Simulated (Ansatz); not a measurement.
# Ni (P6_3/mmc) in Ansatz: a series of runs

The runs below take Ni through single point, with PBE.

Everything below comes from runs of Ansatz 0.2.0. Logs are shortened: lines on timing, memory, paths and dates and some standing lists are left out, and cuts for length are marked.

### 1 The crystal as given

The structure is hexagonal, space group P6_3/mmc (No. 194). The conventional cell has a = 2.448 Å, b = 2.448 Å, c = 4.073 Å, α = 90.00°, β = 90.00°, γ = 120.00°. Ni (site symmetry -6m2) is surrounded by 12 Ni at 2.45 to 2.48 Å.

This isn't the form of Ni at room conditions, which is fcc.

### 2 Single point, PBE, collinear spin, ferromagnetic start

input.yaml

```yaml
crystal:
  lattice:
    - [2.4480228978, 0.0, 0.0]
    - [-1.2240114489, 2.1200500186, 0.0]
    - [0.0, 0.0, 4.07280757]
  atoms:
    - { symbol: Ni, position: [0.6666666667, 0.3333333333, 0.75], spin: 1.0 }
    - { symbol: Ni, position: [0.3333333333, 0.6666666667, 0.25], spin: 1.0 }
hamiltonian:
  xc: pbe
  pseudopotentials: { kind: paw }
magnetization:
  spin_polarized: true
kpoints:
  mp_grid: { grid: [12, 12, 7] }
scf:
  occupations: { method: gaussian, width: 0.016 }
output:
  forces: true
  stress: true
  eigenvalues: true
```

Potentials or basis: Ansatz PAW.

The run is started by

```console
ansatz run input.yaml --threads 2 --pin off --max-ram 5632MiB --backend cpu --events-out ev --progress --plain --runs-dir out
```

The log of the run:

```text
Warning: RAYON_NUM_THREADS=2 ignored (pool sized by the plan → 2); use --threads N
Engine: ansatz 0.2.0, aarch64-unknown-linux-gnu
Pseudopotentials: kind: paw
Pseudopotential: Ni, paw, valence charge 18, recommended cutoff 420 eV (normal), Ni.paw.azcp
Functional definition: PBE
  parameter kappa = 0.804
  parameter beta = 0.06672455060314922
  exchange = pbe_x(kappa = kappa, mu = beta*pi^2/3)
  correlation = pbe_c(beta = beta)
Crystal: 2 atoms, lattice volume = 21.138 Å³
Basis set: ecut = 420 eV, 391 PW (Γ), exchange–correlation on 36×36×60 points (8 copies of the dense FFT grid, shifted against one another)
Bands: 23, of which v1, the nominal top of the filled ones, is band 18 counted from 1 (17 counted from 0)
Symmetry: 24 space group operations
Space group: P63/mmc (ITA 194), of the structure as read, at distance tolerance 2.8e-5 Å
Magnetic group: BNS 194.263 (UNI 1493), of the structure as read, at distance tolerance 2.8e-5 Å
k-points: 76 of 1008
Non-local potential: Ni, projectors of the file, l = 0: 3, l = 1: 2, l = 2: 3, l = 3: 1
PAW form: soft (Blöchl's): semilocal exchange-correlation on the pseudo side does not see the compensation charge
PAW one-centre angular grid: Ni, 590 points (default); XC on 64 Gauss nodes
Initial density: superposition of atomic densities (chi_scale 0.1, normalization cell)
Starting moments: Σ|m| = 2 μB on 2 of 2 sites
Initial wavefunctions: pseudopotential atomic-orbital guess
Functional: x = pbe(κ = 0.804, μ = 0.2195149727645171), c = pbe(β = 0.06672455060314922)
SCF iter   1: F=—  HF=-11677.790164 eV  |F-HF|=—  |Δ(HF+E_count)|=         —  Δρ=5.18e-2 (↑4.43e-2 ↓5.18e-2)  dr2=1.19e0  dr2_m=1.33e-2  M=1.694 μB ∫|m|=1.798 μB  β_m=0.30  ethr=3.10e-3  ⟨swp⟩=4.9  Hψ=13299  notcnv=0
Mixer restart at iter 1: flushing history
preconditioner: auto → none  [metal: Δε(μ)=0.005 eV  Ē_g=9.698 eV  σ=0.016 eV  W_gap=0.18  n_scr=8 (ndim 8)  ℏωp=36.1 eV  f_vac=0.000  D(μ)=5.44/eV (n_scr^D=110)  sad-step TF]
SCF iter   2: F=—  HF=-11677.627004 eV  |F-HF|=—  |Δ(HF+E_count)|=   1.63e-1  Δρ=1.25e-2 (↑1.25e-2 ↓1.21e-2)  dr2=2.46e-2  dr2_m=7.87e-3  M=1.647 μB ∫|m|=1.761 μB  β_m=0.29  ethr=3.10e-3  ⟨swp⟩=2.7  Hψ=6407  notcnv=0  defer=104
SCF iter   3: F=—  HF=-11678.171532 eV  |F-HF|=—  |Δ(HF+E_count)|=   5.45e-1  Δρ=1.62e-2 (↑1.20e-2 ↓1.62e-2)  dr2=4.90e-2  dr2_m=7.58e-3  M=1.601 μB ∫|m|=1.729 μB  β_m=0.29  ethr=6.83e-5  ⟨swp⟩=2.4  Hψ=5664  notcnv=0  defer=104
SCF iter   4: F=—  HF=-11678.879238 eV  |F-HF|=—  |Δ(HF+E_count)|=   7.08e-1  Δρ=1.85e-2 (↑5.52e-3 ↓1.85e-2)  dr2=4.29e-2  dr2_m=1.88e-2  M=1.493 μB ∫|m|=1.640 μB  β_m=0.32  ethr=6.83e-5  ⟨swp⟩=3.0  Hψ=7369  notcnv=0  defer=104
SCF iter   5: F=—  HF=-11679.020561 eV  |F-HF|=—  |Δ(HF+E_count)|=   1.41e-1  Δρ=1.10e-2 (↑4.48e-3 ↓1.10e-2)  dr2=1.59e-2  dr2_m=6.15e-3  M=1.457 μB ∫|m|=1.605 μB  β_m=0.34  ethr=6.83e-5  ⟨swp⟩=2.0  Hψ=5104  notcnv=0  defer=97
SCF iter   6: F=—  HF=-11679.258756 eV  |F-HF|=—  |Δ(HF+E_count)|=   2.38e-1  Δρ=4.28e-3 (↑4.28e-3 ↓4.05e-3)  dr2=3.31e-4  dr2_m=3.14e-3  M=1.444 μB ∫|m|=1.591 μB  β_m=0.47  ethr=4.41e-5  ⟨swp⟩=2.9  Hψ=6621  notcnv=0  defer=96
SCF iter   7: F=—  HF=-11679.348454 eV  |F-HF|=—  |Δ(HF+E_count)|=   8.97e-2  Δρ=3.37e-3 (↑2.41e-3 ↓3.37e-3)  dr2=3.40e-3  dr2_m=3.69e-4  M=1.349 μB ∫|m|=1.518 μB  β_m=0.73  ethr=9.19e-7  ⟨swp⟩=2.3  Hψ=7536  notcnv=0  defer=95
SCF iter   8: F=—  HF=-11679.365414 eV  |F-HF|=—  |Δ(HF+E_count)|=   1.70e-2  Δρ=1.63e-3 (↑1.63e-3 ↓1.02e-3)  dr2=7.50e-4  dr2_m=6.82e-5  M=1.348 μB ∫|m|=1.520 μB  β_m=0.87  ethr=9.19e-7  ⟨swp⟩=2.0  Hψ=7043  notcnv=0  defer=98
SCF iter   9: F=—  HF=-11679.366644 eV  |F-HF|=—  |Δ(HF+E_count)|=   1.23e-3  Δρ=8.04e-4 (↑2.58e-4 ↓8.04e-4)  dr2=5.17e-5  dr2_m=4.82e-5  M=1.347 μB ∫|m|=1.520 μB  β_m=0.86  ethr=9.19e-7  ⟨swp⟩=2.0  Hψ=6717  notcnv=0  defer=99
SCF iter  10: F=—  HF=-11679.366649 eV  |F-HF|=—  |Δ(HF+E_count)|=   4.81e-6  Δρ=4.19e-4 (↑1.79e-4 ↓4.19e-4)  dr2=8.87e-6  dr2_m=1.67e-5  M=1.347 μB ∫|m|=1.521 μB  β_m=0.92  ethr=1.43e-7  ⟨swp⟩=2.0  Hψ=4493  notcnv=0  defer=99
SCF iter  11: F=—  HF=-11679.366650 eV  |F-HF|=—  |Δ(HF+E_count)|=   6.57e-7  Δρ=1.69e-4 (↑1.12e-4 ↓1.69e-4)  dr2=5.03e-7  dr2_m=3.78e-6  M=1.347 μB ∫|m|=1.521 μB  β_m=0.96  ethr=2.46e-8  ⟨swp⟩=2.2  Hψ=4646  notcnv=0  defer=99
SCF iter  12: F=—  HF=-11679.366650 eV  |F-HF|=—  |Δ(HF+E_count)|=   6.20e-8  Δρ=8.52e-5 (↑6.70e-5 ↓8.52e-5)  dr2=5.14e-8  dr2_m=1.12e-6  M=1.347 μB ∫|m|=1.521 μB  β_m=0.98  ethr=1.40e-9  ⟨swp⟩=2.0  Hψ=5085  notcnv=0  defer=99
SCF iter  13: F=—  HF=-11679.366650 eV  |F-HF|=—  |Δ(HF+E_count)|=   3.82e-8  Δρ=2.13e-5 (↑1.78e-5 ↓2.13e-5)  dr2=2.28e-9  dr2_m=7.37e-8  M=1.347 μB ∫|m|=1.521 μB  β_m=0.99  ethr=1.43e-10  ⟨swp⟩=1.5  Hψ=4526  notcnv=0  defer=99
SCF iter  14: F=-11679.366650 eV  HF=-11679.366650 eV  |F-HF|=5.23e-9  |Δ(HF+E_count)|=  5.09e-11  Δρ=7.08e-6 (↑1.82e-6 ↓7.08e-6)  dr2=8.55e-9  dr2_m=1.86e-9  M=1.347 μB ∫|m|=1.521 μB  ethr=6.33e-12  ⟨swp⟩=3.9  Hψ=11833  notcnv=0
SCF 1 converged in 14 iterations: F = -11679.366650 eV  dr2 = 8.55e-9
SCF converged after 14 iterations
Magnetization: 1.3472 μB (18.6736 up, 17.3264 down)
Absolute magnetization: 1.5224 μB (∫|ρ↑−ρ↓|, with the PAW one-centre terms)
Spin contamination: 0.0145 ħ² per cell (⟨S²⟩ above its minimum at these occupations)
Per-site moments (μB) at R_I (Å): [(0.7117940217152066, 1.0098094453565998), (0.7117940217152071, 1.0098094453565998)]
Free energy (F): -11679.366650 eV
Harris-Foulkes:  -11679.366650 eV  (|F-HF|=5.23e-9)
Internal energy: -11679.366154 eV  (E = F + TS)
E sigma→0 (E₀):  -11679.366402 eV
Entropy (-TS):   -0.000496 eV (-0.248 meV/atom)
Fermi energy:    18.895078 eV
--- Per-component energies (eV) ---
  E_band       = -546.456575
  E_kinetic    = 565.386648
  E_local      = -6779.245908  (includes V_loc(G=0)·N_el)
  E_nonlocal   = 1270.665656
  E_hartree    = 2832.643517
  E_xc         = -170.200910
  E_vxc        = -219.517427  (∫ρ·V_xc dr)
  E_paw        = -3258.742421  (= ΣΔE_a)
  E_vpaw       = -1049.023852  (= ΣTr[D̂ρ^β])
  E_aug_tail   = 0.001022  (compensation charges beyond the density's cutoff)
  E_ewald      = -6139.873759
  E_smearing   = -0.000496  (= −TS)
  E_closure    = -0.000000  (closes the sum)
  Σ components = -11679.366650   (vs F -11679.366650, Δ=0.00e0)
--- Forces (eV/Å), atoms counted from 1 ---
  atom   1  Ni     0.00000000    -0.00000000     0.00000000
  atom   2  Ni     0.00000000     0.00000000     0.00000000
  max |Σ_I F_I| component: 6.94e-18 eV/Å
--- Stress (GPa, compression-positive) ---
        8.565082       0.000000       0.000000
        0.000000       8.565082       0.000000
        0.000000       0.000000       4.773850
  P = ⅓ Tr σ = 7.3013 GPa (73.013 kbar)
--- Band table (eV; the first three rows and the last of 152) ---
  k-point 0 ↑: bands = ["-84.8852", "-84.8500", "-45.3333", "-45.1722", "-45.1722", "-45.1410", "-45.1410", "-45.1029", "9.5225", "13.7550", "16.2284", "16.3981", "16.3981", "16.6641", "16.6641", "17.1884", "17.1884", "18.1290", "18.1290", "18.2124", "24.3830", "41.7227", "43.9761"]
  k-point 1 ↑: bands = ["-84.8835", "-84.8518", "-45.3220", "-45.1707", "-45.1707", "-45.1425", "-45.1425", "-45.1145", "9.7211", "13.6553", "16.1833", "16.3687", "16.3687", "16.6231", "16.6231", "17.2792", "17.2792", "17.5181", "18.1125", "18.1125", "25.5424", "41.4921", "42.1764"]
  k-point 2 ↑: bands = ["-84.8786", "-84.8567", "-45.2904", "-45.1664", "-45.1664", "-45.1469", "-45.1469", "-45.1467", "10.3015", "13.2152", "16.0686", "16.3311", "16.3311", "16.4710", "16.5234", "16.5234", "17.4882", "17.4882", "18.0495", "18.0495", "28.1109", "38.3473", "41.9288"]
  k-point 75 ↓: bands = ["-83.9442", "-83.9442", "-44.4555", "-44.4555", "-44.4267", "-44.4117", "-44.3032", "-44.3032", "15.7235", "15.7698", "15.7698", "15.8114", "16.5336", "16.5336", "17.6931", "17.9074", "18.9619", "18.9619", "24.6824", "24.6824", "25.6895", "26.9627", "28.4863"]
```

It took 3.4 s on 2 threads of Arm Neoverse V2, shared host; peak memory 0.34 GiB.

Results:

- Free energy: -11679.3666 eV
- Pressure: 7.3 GPa
- Band gap on the k mesh: none (metal or under the smearing width)
- Net moment: 1.35 μB per cell
- Absolute moment: 1.52 μB per cell
- Site moments: Ni +0.71 μB

Stress tensor (GPa, compression positive):
```
8.57 0.00 0.00
0.00 8.57 0.00
0.00 0.00 4.77
```

Levels at points of the mesh, in eV from the Fermi level:
Spin up:
| k point | band 15 | band 16 | band 17 | band 18 | band 19 | band 20 | band 21 | band 22 | band 23 |
| --- | --- | --- | --- | --- | --- | --- | --- | --- | --- |
| (0.00, 0.00, 0.00) | -2.23 | -1.71 | -1.71 | -0.77 | -0.77 | -0.68 | 5.49 | 22.83 | 25.08 |
| (0.00, -0.50, 0.00) | -2.22 | -0.65 | -0.60 | -0.53 | 1.13 | 3.08 | 9.32 | 9.86 | 12.42 |
Spin down:
```csv
k point,band 15,band 16,band 17,band 18,band 19,band 20,band 21,band 22
"(0.00, 0.00, 0.00)",-1.47,-1.01,-1.01,-0.74,-0.02,-0.02,5.96,22.69
"(0.00, -0.50, 0.00)",-1.48,0.16,0.20,0.32,1.67,3.50,9.44,9.99
```

### 3 Single point, PBE, collinear spin, ferromagnetic start

input.yaml, as its differences from that of step 2:

```diff
@@ -16,3 +16,3 @@
 scf:
-  occupations: { method: gaussian, width: 0.016 }
+  occupations: { method: gaussian, width: 0.017 }
 output:
@@ -21 +21,5 @@
   eigenvalues: true
+  write_density: true
+  write_potential: true
+  elf: true
+  volumetric_format: npy
```

Potentials or basis: Ansatz PAW.

The run is started by

```console
ansatz run input.yaml --threads 2 --pin off --max-ram 5632MiB --backend cpu --events-out ev --progress --plain --runs-dir out
```

The log of the run:

```text
Warning: RAYON_NUM_THREADS=2 ignored (pool sized by the plan → 2); use --threads N
Engine: ansatz 0.2.0, aarch64-unknown-linux-gnu
Pseudopotentials: kind: paw
Pseudopotential: Ni, paw, valence charge 18, recommended cutoff 420 eV (normal), Ni.paw.azcp
Functional definition: PBE
  parameter kappa = 0.804
  parameter beta = 0.06672455060314922
  exchange = pbe_x(kappa = kappa, mu = beta*pi^2/3)
  correlation = pbe_c(beta = beta)
Crystal: 2 atoms, lattice volume = 21.138 Å³
Basis set: ecut = 420 eV, 391 PW (Γ), exchange–correlation on 36×36×60 points (8 copies of the dense FFT grid, shifted against one another)
Bands: 23, of which v1, the nominal top of the filled ones, is band 18 counted from 1 (17 counted from 0)
Symmetry: 24 space group operations
Space group: P63/mmc (ITA 194), of the structure as read, at distance tolerance 2.8e-5 Å
Magnetic group: BNS 194.263 (UNI 1493), of the structure as read, at distance tolerance 2.8e-5 Å
k-points: 76 of 1008
Non-local potential: Ni, projectors of the file, l = 0: 3, l = 1: 2, l = 2: 3, l = 3: 1
PAW form: soft (Blöchl's): semilocal exchange-correlation on the pseudo side does not see the compensation charge
PAW one-centre angular grid: Ni, 590 points (default); XC on 64 Gauss nodes
Initial density: superposition of atomic densities (chi_scale 0.1, normalization cell)
Starting moments: Σ|m| = 2 μB on 2 of 2 sites
Initial wavefunctions: pseudopotential atomic-orbital guess
[... 24 lines left out ...]
Per-site moments (μB) at R_I (Å): [(0.7114599458278551, 1.0098094453565998), (0.7114599458278552, 1.0098094453565998)]
Free energy (F): -11679.366682 eV
Harris-Foulkes:  -11679.366682 eV  (|F-HF|=1.62e-10)
Internal energy: -11679.366114 eV  (E = F + TS)
E sigma→0 (E₀):  -11679.366398 eV
Entropy (-TS):   -0.000568 eV (-0.284 meV/atom)
Fermi energy:    18.894918 eV
--- Per-component energies (eV) ---
  E_band       = -546.451669
  E_kinetic    = 565.387954
  E_local      = -6779.245783  (includes V_loc(G=0)·N_el)
  E_nonlocal   = 1270.665618
  E_hartree    = 2832.643325
  E_xc         = -170.201025
  E_vxc        = -219.517577  (∫ρ·V_xc dr)
  E_paw        = -3258.743466  (= ΣΔE_a)
  E_vpaw       = -1049.028227  (= ΣTr[D̂ρ^β])
  E_aug_tail   = 0.001022  (compensation charges beyond the density's cutoff)
  E_ewald      = -6139.873759
  E_smearing   = -0.000568  (= −TS)
  E_closure    = 0.000000  (closes the sum)
  Σ components = -11679.366682   (vs F -11679.366682, Δ=0.00e0)
--- Forces (eV/Å), atoms counted from 1 ---
  atom   1  Ni     0.00000000    -0.00000000     0.00000000
  atom   2  Ni     0.00000000     0.00000000     0.00000000
  max |Σ_I F_I| component: 2.31e-18 eV/Å
--- Stress (GPa, compression-positive) ---
        8.561419       0.000000       0.000000
       -0.000000       8.561419       0.000000
        0.000000       0.000000       4.774605
  P = ⅓ Tr σ = 7.2991 GPa (72.991 kbar)
--- Band table (eV; the first three rows and the last of 152) ---
  k-point 0 ↑: bands = ["-84.8848", "-84.8497", "-45.3330", "-45.1718", "-45.1718", "-45.1406", "-45.1406", "-45.1026", "9.5226", "13.7552", "16.2287", "16.3984", "16.3984", "16.6644", "16.6644", "17.1887", "17.1887", "18.1294", "18.1294", "18.2124", "24.3831", "41.7227", "43.9761"]
  k-point 1 ↑: bands = ["-84.8831", "-84.8514", "-45.3217", "-45.1703", "-45.1703", "-45.1422", "-45.1422", "-45.1141", "9.7211", "13.6554", "16.1835", "16.3690", "16.3690", "16.6234", "16.6234", "17.2795", "17.2795", "17.5181", "18.1129", "18.1129", "25.5425", "41.4920", "42.1765"]
  k-point 2 ↑: bands = ["-84.8782", "-84.8563", "-45.2900", "-45.1660", "-45.1660", "-45.1465", "-45.1465", "-45.1464", "10.3015", "13.2153", "16.0689", "16.3314", "16.3314", "16.4711", "16.5237", "16.5237", "17.4886", "17.4886", "18.0499", "18.0499", "28.1110", "38.3473", "41.9288"]
  k-point 75 ↓: bands = ["-83.9443", "-83.9443", "-44.4555", "-44.4555", "-44.4267", "-44.4118", "-44.3033", "-44.3033", "15.7234", "15.7698", "15.7698", "15.8114", "16.5335", "16.5335", "17.6930", "17.9073", "18.9618", "18.9618", "24.6824", "24.6824", "25.6895", "26.9627", "28.4863"]
```

Wall time 4.1 s (2 threads of Arm Neoverse V2, shared host); peak memory 0.35 GiB.

What came out:

| Item | Value |
| --- | --- |
| Free energy | -11679.3667 eV |
| Pressure | 7.3 GPa |
| Band gap on the k mesh | none (metal or under the smearing width) |
| Net moment | 1.35 μB per cell |
| Absolute moment | 1.52 μB per cell |
| Site moments | Ni +0.71 μB |

### 4 Single point, PBE, collinear spin, ferromagnetic start

input.yaml, as its differences from that of step 3:

```diff
@@ -16,3 +16,3 @@
 scf:
-  occupations: { method: gaussian, width: 0.017 }
+  occupations: { method: gaussian, width: 0.018 }
 output:
@@ -21,5 +21 @@
   eigenvalues: true
-  write_density: true
-  write_potential: true
-  elf: true
-  volumetric_format: npy
```

Potentials or basis: Ansatz PAW.

The run is started by

```console
ansatz run input.yaml --threads 2 --pin off --max-ram 5632MiB --backend cpu --events-out ev --progress --plain --runs-dir out
```

The log of the run:

```text
Warning: RAYON_NUM_THREADS=2 ignored (pool sized by the plan → 2); use --threads N
Engine: ansatz 0.2.0, aarch64-unknown-linux-gnu
Pseudopotentials: kind: paw
Pseudopotential: Ni, paw, valence charge 18, recommended cutoff 420 eV (normal), Ni.paw.azcp
Functional definition: PBE
  parameter kappa = 0.804
  parameter beta = 0.06672455060314922
  exchange = pbe_x(kappa = kappa, mu = beta*pi^2/3)
  correlation = pbe_c(beta = beta)
Crystal: 2 atoms, lattice volume = 21.138 Å³
[... 51 lines left out ...]
  E_vpaw       = -1049.031541  (= ΣTr[D̂ρ^β])
  E_aug_tail   = 0.001022  (compensation charges beyond the density's cutoff)
  E_ewald      = -6139.873759
  E_smearing   = -0.000647  (= −TS)
  E_closure    = -0.000000  (closes the sum)
  Σ components = -11679.366717   (vs F -11679.366717, Δ=0.00e0)
--- Forces (eV/Å), atoms counted from 1 ---
  atom   1  Ni     0.00000000    -0.00000000     0.00000000
  atom   2  Ni     0.00000000     0.00000000     0.00000000
  max |Σ_I F_I| component: 4.63e-18 eV/Å
--- Stress (GPa, compression-positive) ---
        8.558636       0.000000       0.000000
       -0.000000       8.558636       0.000000
        0.000000       0.000000       4.776281
  P = ⅓ Tr σ = 7.2979 GPa (72.979 kbar)
--- Band table (eV; the first three rows and the last of 152) ---
  k-point 0 ↑: bands = ["-84.8845", "-84.8494", "-45.3327", "-45.1715", "-45.1715", "-45.1403", "-45.1403", "-45.1023", "9.5226", "13.7553", "16.2288", "16.3986", "16.3986", "16.6647", "16.6647", "17.1890", "17.1890", "18.1297", "18.1297", "18.2124", "24.3833", "41.7226", "43.9761"]
  k-point 1 ↑: bands = ["-84.8828", "-84.8511", "-45.3214", "-45.1700", "-45.1700", "-45.1419", "-45.1419", "-45.1139", "9.7211", "13.6555", "16.1837", "16.3692", "16.3692", "16.6237", "16.6237", "17.2798", "17.2798", "17.5182", "18.1131", "18.1131", "25.5426", "41.4920", "42.1765"]
  k-point 2 ↑: bands = ["-84.8779", "-84.8560", "-45.2898", "-45.1657", "-45.1657", "-45.1462", "-45.1462", "-45.1461", "10.3015", "13.2153", "16.0691", "16.3317", "16.3317", "16.4712", "16.5240", "16.5240", "17.4888", "17.4888", "18.0501", "18.0501", "28.1111", "38.3474", "41.9288"]
  k-point 75 ↓: bands = ["-83.9445", "-83.9445", "-44.4557", "-44.4557", "-44.4269", "-44.4119", "-44.3034", "-44.3034", "15.7233", "15.7697", "15.7697", "15.8113", "16.5334", "16.5334", "17.6928", "17.9071", "18.9617", "18.9617", "24.6823", "24.6823", "25.6894", "26.9626", "28.4862"]
```

Wall time 3.3 s (2 threads of Arm Neoverse V2, shared host); peak memory 0.34 GiB.

What came out:

```
Free energy            : -11679.3667 eV
Pressure               : 7.3 GPa
Band gap on the k mesh : none (metal or under the smearing width)
Net moment             : 1.35 μB per cell
Absolute moment        : 1.52 μB per cell
Site moments           : Ni +0.71 μB
```

Stress tensor (GPa, compression positive):
```
8.56 0.00 0.00
0.00 8.56 0.00
0.00 0.00 4.78
```

### 5 Single point, PBE, collinear spin, ferromagnetic start

input.yaml, as its differences from that of step 4:

```diff
@@ -16,3 +16,3 @@
 scf:
-  occupations: { method: gaussian, width: 0.018 }
+  occupations: { method: gaussian, width: 0.019 }
 output:
```

The run is started by

```console
ansatz run input.yaml --threads 2 --pin off --max-ram 5632MiB --backend cpu --events-out ev --progress --plain --runs-dir out
```

It took 3.3 s on 2 threads of Arm Neoverse V2, shared host; peak memory 0.34 GiB.

The run converged. Its results:

```
Free energy            : -11679.3668 eV
Pressure               : 7.3 GPa
Band gap on the k mesh : none (metal or under the smearing width)
Net moment             : 1.34 μB per cell
Absolute moment        : 1.52 μB per cell
Site moments           : Ni +0.71 μB
```

Stress tensor (GPa, compression positive):
```
8.55 0.00 0.00
0.00 8.55 0.00
0.00 0.00 4.78
```

Levels at points of the mesh, in eV from the Fermi level:
Spin up:
```
            k point  band 17  band 18  band 19  band 20  band 21  band 22
 (0.00, 0.00, 0.00)    -1.71    -0.76    -0.76    -0.68     5.49    22.83
(0.00, -0.50, 0.00)    -0.60    -0.53     1.13     3.09     9.32     9.86
```
Spin down:
```csv
k point,band 14,band 15,band 16,band 17,band 18,band 19,band 20,band 21
"(0.00, 0.00, 0.00)",-1.47,-1.47,-1.01,-1.01,-0.74,-0.02,-0.02,5.96
"(0.00, -0.50, 0.00)",-1.83,-1.48,0.16,0.20,0.32,1.67,3.50,9.44
```

### 6 Summary

```tsv
smearing	gap on the mesh (eV)	pressure (GPa)	moment (μB)
gaussian 0.016 eV	none	7.3	1.35
gaussian 0.017 eV	none	7.3	1.35
gaussian 0.018 eV	none	7.3	1.35
gaussian 0.019 eV	none	7.3	1.34
```

Alike in all rows: task single point; level PBE; potentials or basis Ansatz PAW; spin collinear, ferromagnetic start; cell as given; k mesh 12 × 12 × 7; cutoff (eV) 420.

Every run on the cell as given and a fine mesh finds a metal.

Absolute energies hang on the potentials; compare differences alone.
